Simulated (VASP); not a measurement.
# Sr (P6_3/mmc) in VASP: further runs

The runs below take Sr through single point, with PBE.

Everything below comes from runs of VASP 6.6.1. Logs are shortened: lines on timing, memory, paths and dates and some standing lists are left out, and cuts for length are marked.

## Step 1: Starting point

The structure is hexagonal, space group P6_3/mmc (No. 194). Conventional cell: a = 4.310 Å, b = 4.310 Å, c = 7.050 Å, α = 90.00°, β = 90.00°, γ = 120.00°. Sr (site symmetry -6m2) has 12 Sr at 4.31 Å as nearest neighbours.

This isn't the form of Sr at room conditions, which is fcc.

## Step 2: Single point, PBE

INCAR reads:

```
SYSTEM = Sr
  ADDGRID = .False.
  ALGO = Normal
  EDIFF = 1E-4
  ENCUT = 500
  GGA = PE
  ISIF = 2
  ISMEAR = 0
  LASPH = .True.
  LCHARG = .False.
  LREAL = .False.
  LWAVE = .False.
  NBANDS = 17
  NELM = 100
  PREC = Accurate
  SIGMA = 0.15
```

KPOINTS reads:

```
k-points
0
Gamma
  10 10 6
  0 0 0
```

POSCAR reads:

```
Sr
1.0
    4.3100000000      0.0000000000      0.0000000000
   -2.1550000000      3.7325694903      0.0000000000
    0.0000000000      0.0000000000      7.0500000000
Sr
2
Direct
    0.6432960000      0.3178180000      0.7464440000
    0.3199860000      0.6535770000      0.2508690000
```

Potentials or basis: VASP PAW PBE potentials, release 64 (Sr_sv).

Run with:

```bash
cat potpaw_PBE.64/Sr_sv/POTCAR > POTCAR
mpirun -np 1 vasp_std > vasp.out
```

OUTCAR:

```text
SYSTEM = Sr
   EDIFF = 1E-4
   ENCUT = 500
   GGA = PE
   ISIF = 2
   ISMEAR = 0
   LASPH = .True.
   LREAL = .False.
   NELM = 100
   PREC = Accurate

 Found    304 irreducible k-points:

 Following reciprocal coordinates:
            Coordinates               Weight
  0.000000  0.000000  0.000000      1.000000
  0.100000  0.000000  0.000000      2.000000
  0.000000  0.100000  0.000000      2.000000
 -0.100000  0.100000  0.000000      2.000000
  0.200000  0.000000  0.000000      2.000000
  0.000000  0.200000  0.000000      2.000000
   k-points           NKPTS =    304   k-points in BZ     NKDIM =    304   number of bands    NBANDS=     17
   number of dos      NEDOS =    301   number of ions     NIONS =      2
   total plane-waves  NPLWV =  55296
   dimension x,y,z NGX =    32 NGY =   32 NGZ =   54
   dimension x,y,z NGXF=    64 NGYF=   64 NGZF=  108
   ions per type =               2
   NGX,Y,Z   is equivalent  to a cutoff of  12.34, 12.34, 12.73 a.u.
   NGXF,Y,Z  is equivalent  to a cutoff of  24.69, 24.69, 25.47 a.u.
 SYSTEM =  Sr
   PREC   = accura    normal or accurate (medium, high low for compatibility)
   ISTART =      0    job   : 0-new  1-cont  2-samecut
   ICHARG =      2    charge: 1-file 2-atom 10-const
   ISPIN  =      1    spin polarized calculation?
   LNONCOLLINEAR =      F non collinear calculations
   LSORBIT =      F    spin-orbit coupling
   LASPH  =      T    aspherical Exc in radial PAW
   ENCUT  =  500.0 eV  36.75 Ry    6.06 a.u.   7.86  7.86 12.85*2*pi/ulx,y,z
   NELM   =    100;   NELMIN=  2; NELMDL= -5     # of ELM steps
   EDIFF  = 0.1E-03   stopping-criterion for ELM
   LREAL  =      F    real-space projection
   EDIFFG = 0.1E-02   stopping-criterion for IOM
   NSW    =      0    number of steps for IOM
   IBRION =     -1    ionic relax: 0-MD 1-quasi-New 2-CG
   NFREE  =      0    steps in history (QN), initial steepest desc. (CG)
   ISIF   =      2    stress and relaxation
   ISYM   =      2    0-nonsym 1-usesym 2-fastsym
   POTIM  = 0.5000    time-step for ionic-motion
   TEBEG  =    0.0;   TEEND  =   0.0 temperature during run
   PSTRESS=    0.0 pullay stress
   NELECT =      20.0000    total number of electrons
   NUPDOWN=      -1.0000    fix difference up-down
   EMIN   =  10.00;   EMAX   =-10.00  energy-range for DOS
   EFERMI =   0.00;   METHOD = LEGACY
   ISMEAR =     0;   SIGMA  =   0.15  broadening in eV -4-tet -1-fermi 0-gaus
   EFERMI_NEDOS =   21; number of points for ismear=-14 and -15
   IALGO  =     38    algorithm
   IMIX   =      4    mixing-type and parameters
     AMIX     =   0.40;   BMIX     =  1.00
     AMIX_MAG =   1.60;   BMIX_MAG =  1.00
  volume/ion in A,a.u.               =      56.71       382.68
  Fermi-wavevector in a.u.,A,eV,Ry     =   0.918037  1.734838 11.466874  0.842791
  Thomas-Fermi vector in A             =   2.043073
   LORBIT       =      0    0 simple, 1 ext, 2 COOP (PROOUT), +10 PAW based schemes
   GGA     = PE    functional components
   LHFCALC =     F    Hartree Fock is set to
   AEXX    =    0.0000 exact exchange contribution
   IVDW    =     0    specifies the selected vdW correction
   LEPSILON=     F    determine dielectric tensor
   LRPA    =     F    only Hartree local field effects (RPA)
 non-spin polarized calculation
 Gauss-broadening in eV      SIGMA  =   0.15
  energy-cutoff  :      500.00
  volume of cell :      113.42
 maximum number of plane-waves:      2898
   NGX = 15   NGY = 15   NGZ = 25

 number of electron      20.0000000 magnetization

 Free energy of the ion-electron system (eV)
  ---------------------------------------------------
  ext. energy  EPLUGINS =         0.00000000
  ---------------------------------------------------
  free energy    TOTEN  =        -3.27940138 eV

  energy without entropy =       -3.24816612  energy(sigma->0) =       -3.26378375

 E-fermi :   1.5040     XC(G=0):  -7.2579

 val. band max:        1.5035376398   @ k =   0.0000   0.0000   0.0000
 cond. band min:       1.5104610733   @ k =   0.3000   0.4000   0.1667
 fundamental gap:      0.0069234335
 Fermi energy:         1.5040394246

 k-point     1 :       0.0000    0.0000    0.0000
  band No.  band energies     occupation
      1     -35.1936      2.00000
      2     -35.1817      2.00000
      3     -17.2568      2.00000
      4     -17.1135      2.00000
      5     -17.1104      2.00000
      6     -17.0879      2.00000
[... 9 lines left out ...]
     16       4.1596      0.00000
     17       4.6204      0.00000

 k-point     2 :       0.1000    0.0000    0.0000
  band No.  band energies     occupation
      1     -35.1926      2.00000
      2     -35.1812      2.00000
      3     -17.2513      2.00000
      4     -17.1233      2.00000
      5     -17.1174      2.00000
      6     -17.1010      2.00000
[... 9 lines left out ...]
     16       4.2885      0.00000
     17       4.4174      0.00000

 k-point     3 :       0.0000    0.1000    0.0000
  band No.  band energies     occupation
      1     -35.1926      2.00000
      2     -35.1812      2.00000
      3     -17.2512      2.00000
      4     -17.1253      2.00000
      5     -17.1154      2.00000
      6     -17.1011      2.00000
[... 9 lines left out ...]
     16       4.2733      0.00000
     17       4.3902      0.00000

 k-point     4 :      -0.1000    0.1000    0.0000
  band No.  band energies     occupation
      1     -35.1926      2.00000
      2     -35.1812      2.00000
      3     -17.2511      2.00000
      4     -17.1259      2.00000
      5     -17.1148      2.00000
      6     -17.1012      2.00000
[... 9 lines left out ...]
     16       4.2652      0.00000
     17       4.3999      0.00000

 k-point     5 :       0.2000    0.0000    0.0000
  band No.  band energies     occupation
      1     -35.1899      2.00000
      2     -35.1799      2.00000
      3     -17.2363      2.00000
      4     -17.1571      2.00000
      5     -17.1347      2.00000
      6     -17.1275      2.00000
[... 9 lines left out ...]
     16       4.2446      0.00000
     17       4.3195      0.00000

 k-point     6 :       0.0000    0.2000    0.0000
  band No.  band energies     occupation
      1     -35.1898      2.00000
      2     -35.1799      2.00000
      3     -17.2357      2.00000
      4     -17.1586      2.00000
      5     -17.1353      2.00000
      6     -17.1258      2.00000
[... 9 lines left out ...]
     16       4.2534      0.00000
     17       4.3281      0.00000

 [... further k-points ...]

------------------------ aborting loop because EDIFF is reached ----------------------------------------

  FORCE on cell =-STRESS in cart. coord.  units (eV):
  Direction    XX          YY          ZZ          XY          YZ          ZX
  --------------------------------------------------------------------------------------
  -------------------------------------------------------------------------------------
  Total       -0.2338637     -0.2187130     -0.1048675     -0.0313745      0.0003431      0.0016545
  in kB       -3.3036886     -3.0896608     -1.4814164     -0.4432141      0.0048465      0.0233719
  external PRESSURE =      -2.6249219 kB  Pullay stress =       0.0000000 kB

 VOLUME and BASIS-vectors are now :
 -----------------------------------------------------------------------------
  energy-cutoff  :      500.00
  volume of cell :      113.42
      direct lattice vectors                 reciprocal lattice vectors
     4.310000000  0.000000000  0.000000000     0.232018561  0.133955979  0.000000000
    -2.155000000  3.732569490  0.000000000     0.000000000  0.267911958  0.000000000
     0.000000000  0.000000000  7.050000000     0.000000000  0.000000000  0.141843972

 POSITION                                       TOTAL-FORCE (eV/Angst)
 -----------------------------------------------------------------------------------
      2.08771      1.18628      5.26243         0.010692      0.002175      0.039283
     -0.02932      2.43952      1.76863        -0.010692     -0.002175     -0.039283
 -----------------------------------------------------------------------------------
    total drift:                                0.000001     -0.000001      0.000000

  FREE ENERGIE OF THE ION-ELECTRON SYSTEM (eV)
  ---------------------------------------------------
  free  energy   TOTEN  =        -3.2794013836 eV

  energy  without entropy=       -3.2481661212  energy(sigma->0) =       -3.26378375
```

stdout:

```text
POSCAR found type information on POSCAR Sr
 POSCAR found :  1 types and       2 ions
 scaLAPACK will be used
 LDA part: xc-table for (Slater+PW92), standard interpolation
 POSCAR, INCAR and KPOINTS ok, starting setup
 FFT: planning ... GRIDC
 FFT: planning ... GRID_SOFT
 FFT: planning ... GRID
 WAVECAR not read
 entering main loop
```

Run time: 1.8 min. Hardware: 1 thread of Intel Xeon 6975P-C (Granite Rapids), shared host; peak memory 0.57 GiB.

These settings aren't checked as converged: the numbers below hold their error.

What came out:

```
Free energy            : -3.2794 eV
Pressure               : -0.3 GPa
Largest force          : 0.041 eV/Å
Band gap on the k mesh : none (metal or under the smearing width)
```

## Step 3: Single point, PBE

INCAR: that of step 2 with these lines changed.

```diff
@@ -3,4 +3,4 @@
   ALGO = Normal
-  EDIFF = 1E-4
-  ENCUT = 500
+  EDIFF = 1E-6
+  ENCUT = 400
   GGA = PE
```

KPOINTS reads:

```
k-points
0
Gamma
  12 12 7
  0 0 0
```

POSCAR reads:

```
Sr
1.0
    4.3100000000      0.0000000000      0.0000000000
   -2.1550000000      3.7325694903      0.0000000000
    0.0000000000      0.0000000000      7.0500000000
Sr
2
Direct
    0.6666666667      0.3333333333      0.7500000000
    0.3333333333      0.6666666667      0.2500000000
```

Potentials or basis: VASP PAW PBE potentials, release 64 (Sr_sv).

Run with:

```bash
cat potpaw_PBE.64/Sr_sv/POTCAR > POTCAR
mpirun -np 1 vasp_std > vasp.out
```

It took 28 s on 1 thread of Intel Xeon 6975P-C (Granite Rapids), shared host; peak memory 0.23 GiB.

These settings aren't checked as converged: the numbers below hold their error.

What came out:

```yaml
Free_energy: -3.2785 eV
Pressure: -0.3 GPa
Band_gap_on_the_k_mesh: none (metal or under the smearing width)
```
